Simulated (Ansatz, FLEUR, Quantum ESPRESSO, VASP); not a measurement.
**GaN: programs and potentials compared**

```
Ga N
1.0
     3.18000    0.00000    0.00000
    -1.59000    2.75396    0.00000
     0.00000    0.00000    5.16600
Ga N
2 2
Cartesian
  1.5900 0.9180 2.5830
  0.0000 1.8360 0.0000
  1.5900 0.9180 4.5203
  0.0000 1.8360 1.9373
```

Alike in all runs: task band structure; functional RPBE; k mesh 10 × 10 × 5; occupations fermi-dirac, width 0.05 eV; no spin polarisation; no spin-orbit coupling. Pressure is positive in compression and, in plane waves, holds the error of the finite cutoff, which Ansatz's Pulay term estimates and takes out. Gaps are the smaller of the mesh's and the band path's.

```tsv
program and potentials	plane-wave cutoff (eV)	notes	band gap (eV)	pressure (GPa)	largest force (eV/Å)
Ansatz, Ansatz PAW	420	potentials made for PBE, which Ansatz adapts in part; Pulay term of +0.47 GPa included	2.01	11.52	0.142
VASP, PBE PAW files Ga_d, N, 520 eV	520	potentials made for PBE	2.03	11.22	0.139
FLEUR, all-electron, FLAPW	-	-	2.10	-	-
Quantum ESPRESSO, PseudoDojo 0.4.1 SR PBE standard	1143	potentials made for PBE	2.13	11.61	0.146
```

Force on atom 1 (Ga), eV/Å:

```csv
program and potentials,x,y,z
"Ansatz, Ansatz PAW",0.000,0.000,-0.142
"VASP, PBE PAW files Ga_d, N, 520 eV",0.000,0.000,-0.139
"Quantum ESPRESSO, PseudoDojo 0.4.1 SR PBE standard",0.000,0.000,-0.146
```

The band gap spans 2.01 (Ansatz, Ansatz PAW) to 2.13 eV (Quantum ESPRESSO, PseudoDojo 0.4.1 SR PBE standard), with all-electron results at 2.10. The pressure spans 11.22 (VASP, PBE PAW files Ga_d, N, 520 eV) to 11.61 GPa (Quantum ESPRESSO, PseudoDojo 0.4.1 SR PBE standard). Some sets were made for another functional than the one run, which can shift their rows. The cell lies far from this level's equilibrium.

The functional is the same throughout but for its coding, so the spread measures potentials, basis and numerics; runs on potential files found faulty are left out.
